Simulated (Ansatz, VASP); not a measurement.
# BAs: VASP beside Ansatz

File INCAR:

```
PREC = Accurate
ENCUT = 520
EDIFF = 1E-6
ISMEAR = -1
SIGMA = 0.03
LREAL = F
LASPH = T
NELM = 60
ALGO = Normal
ISIF = 2
LWAVE = F
LCHARG = F
GGA = PE
NBANDS = 11
```

Contents of KPOINTS:

```
regular mesh
0
Gamma
  15 15 15
```

The input POSCAR:

```
BAs
1.0
    0.0000000000      2.4199312360      2.4199312360
    2.4199312360      0.0000000000      2.4199312360
    2.4199312360      2.4199312360      0.0000000000
B As
1 1
Direct
    0.0000000000      0.0000000000      0.0000000000
    0.7500000000      0.7500000000      0.7500000000
```

Input for Ansatz:

```yaml
crystal:
  lattice:
    - [0.0, 2.419931236, 2.419931236]
    - [2.419931236, 0.0, 2.419931236]
    - [2.419931236, 2.419931236, 0.0]
  atoms:
    - { symbol: B, position: [0.0, 0.0, 0.0] }
    - { symbol: As, position: [0.75, 0.75, 0.75] }
kpoints:
  mp_grid: { grid: [15, 15, 15] }
  band_path:
    path:
      - [0.0, 0.0, 0.0]
      - [-0.5, -0.5, 0.0]
      - [-0.375, -0.375, 0.25]
      - [-0.375, 0.0, 0.375]
      - [0.0, 0.0, 0.0]
      - [0.0, 0.0, 0.5]
      - [-0.5, -0.25, 0.25]
      - [-0.5, -0.5, 0.0]
    npoints: 5
scf:
  occupations: { method: fermi_dirac, width: 0.03 }
hamiltonian:
  xc: pbe
  pseudopotentials: { kind: all_electron, lapw: { basis_error: 0.00025 } }
output:
  forces: true
  stress: true
  eigenvalues: true
```

Change from the starting cell: volume scaled by 1.04.

Alike in both runs: task single point; functional PBE; k mesh 15 × 15 × 15; occupations fermi-dirac, width 0.03 eV; no spin polarisation.

|  | VASP | Ansatz |
| --- | --- | --- |
| version | VASP 6.6.1 | Ansatz 0.2.0 |
| potentials or method | VASP PAW PBE potentials, release 64 (B, As) | all-electron LAPW, scalar-relativistic |
| plane-wave cutoff (eV) | 520 | see its input |

Ansatz gave:

```
gap on the k mesh at the Fermi level (eV) : 1.23
pressure (GPa)                            : -2.4
```

**Question.** Which values does VASP return?

**Answer.** gap on the k mesh at the Fermi level (eV): 1.22; pressure (GPa): -1.9.

Ansatz ran all-electron here, so the differences hold the error of VASP's frozen core and of both bases.

Caveats: an odd mesh through Γ misses points on the zone boundary, where band edges often lie.
